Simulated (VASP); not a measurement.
# MoS₂: convergence, self-consistent run

MoS₂, R3m (no. 160), 3 atoms in the cell. PBEsol, spin-orbit coupling; PAW potentials Mo_sv, S (PBE set). VASP 6.6.1.

Wanted: levels at the zone centre within 0.05 eV.

What the run is for: levels; Accuracy asked: screening.

Levels at the zone centre: counted from the valence top at that point.

POSCAR:
```
MoS2
1.0
    1.5800000000      0.9122134253      6.1500000000
   -1.5800000000      0.9122134253      6.1500000000
    0.0000000000     -1.8244268506      6.1500000000
Mo S
1 2
Direct
    0.0000000000      0.0000000000      0.0000000000
    0.4170000000      0.4170000000      0.4170000000
    0.2500000000      0.2500000000      0.2500000000
```

The series start from Plane-wave cutoff (eV): 340; k-point mesh: 8 × 8 × 8; Electronic threshold (eV): 1e-6; Placing of the Fermi level (EFERMI): EFERMI=MIDGAP; Delay and inner steps: defaults. Each series keeps the choices made before it, and each single choice may use up half of a tolerance.

## Plane-wave cutoff (eV)

| Plane-wave cutoff (eV) | Levels at the zone centre, largest deviation (eV) | SCF iterations | Time (s) |
|---|---|---|---|
| 260 | 0.006 | 15 | 118 |
| 300 | 0.002 | 15 | 119 |
| 340 | 0.001 | 15 | 181 |
| 390 | 0.000 | 15 | 231 |
| 470 | 0.000 | 15 | 321 |
| 590 (reference) | 0.000 | 15 | 578 |

Chosen: 260, the loosest value from which every tighter one stays within half of the tolerance.

## k-point mesh

| k-point mesh | Levels at the zone centre, largest deviation (eV) | SCF iterations | Time (s) |
|---|---|---|---|
| 3 × 3 × 3 | 0.024 | 15 | 25 |
| 4 × 4 × 4 | 0.007 | 15 | 32 |
| 5 × 5 × 5 | 0.001 | 15 | 41 |
| 7 × 7 × 7 | 0.000 | 15 | 87 |
| 8 × 8 × 8 | 0.000 | 15 | 118 |
| 10 × 10 × 10 | 0.000 | 15 | 220 |
| 13 × 13 × 13 (reference) | 0.000 | 15 | 395 |

Chosen: 3 × 3 × 3.

## Electronic threshold (eV)

| Electronic threshold (eV) | Levels at the zone centre, largest deviation (eV) | SCF iterations | Time (s) |
|---|---|---|---|
| 0.001 | 0.006 | 11 | 18 |
| 0.0001 | 0.006 | 11 | 17 |
| 1e-5 | 0.000 | 13 | 21 |
| 1e-6 | 0.000 | 15 | 25 |
| 1e-7 | 0.000 | 16 | 26 |
| 1e-8 (reference) | 0.000 | 18 | 29 |

Chosen: 0.001.

## Placing of the Fermi level (EFERMI)

| Placing of the Fermi level (EFERMI) | Levels at the zone centre, largest deviation (eV) | SCF iterations | Time (s) |
|---|---|---|---|
| EFERMI=MIDGAP | 0.000 | 11 | 18 |
| EFERMI=LEGACY | 0.000 | 11 | 18 |

Chosen: EFERMI=MIDGAP; no other choice that stays within half of the tolerance saves 30 % of the time.

## Delay and inner steps

| Delay and inner steps | Levels at the zone centre, largest deviation (eV) | SCF iterations | Time (s) |
|---|---|---|---|
| defaults | 0.000 | 11 | 18 |
| NELMDL=-2 | 0.008 | 7 | 15 |
| NELMDL=-8 | 0.000 | 14 | 17 |
| NELMDL=-12 | 0.000 | 18 | 19 |
| NRMM=2 | 0.001 | 11 | 15 |
| NRMM=6 | 0.000 | 11 | 20 |
| WEIMIN=0.001 | 0.000 | 11 | 15 |

Chosen: defaults.

## All choices together

| Input | Levels at the zone centre, largest deviation (eV) | Time (s) |
|---|---|---|
| the program's defaults (naive) | 0.005 | 17 |
| chosen settings | 0.033 | 18 |
| reference settings throughout | 0.000 | 2906 |

The tolerance is met.

Values of the reference run: Levels at the zone centre: -0.0691, -0.0691, 0, 0, 3.179, 3.179 eV from the valence top at Gamma.

## The input

INCAR:
```
SYSTEM = MoS2
  GGA = PS
  LSORBIT = .TRUE.
  MAGMOM = 0 0 0 0 0 0 0 0 0
  LORBIT = 11
  ISMEAR = 0
  SIGMA = 0.03
  LWAVE = .FALSE.
  LCHARG = .FALSE.
  ISIF = 2
  PREC = Accurate
  LASPH = .TRUE.
  LREAL = .FALSE.
  ALGO = Normal
  EDIFF = 0.001
  NELM = 200
  GGA_COMPAT = .FALSE.
  ENCUT = 260
  EFERMI = MIDGAP
  LMAXMIX = 4
  KPAR = 4
```

KPOINTS:
```
Automatic mesh
0
Gamma
  3 3 3
  0 0 0
```

Commands:
```
cat potpaw_PBE.64/Mo_sv/POTCAR potpaw_PBE.64/S/POTCAR > POTCAR
mpirun -np 4 vasp_ncl > vasp.out
```

The naive input happens to agree within the tolerance here, in 17 s.

The chosen input took VASP 6.6.1 18 s on 4 cores (Intel Xeon 6975P-C (Granite Rapids)), a shared host.

## An input that fails: one k point for a small cell

It runs to its end, but against the unchanged starting input it is off by 0.624 eV in the levels at the zone centre.

k mesh: 8 × 8 × 8 becomes 1 × 1 × 1.

Changes against the starting input:
```
- NELM = 200
- KPAR = 4
+ NELM = 98
```
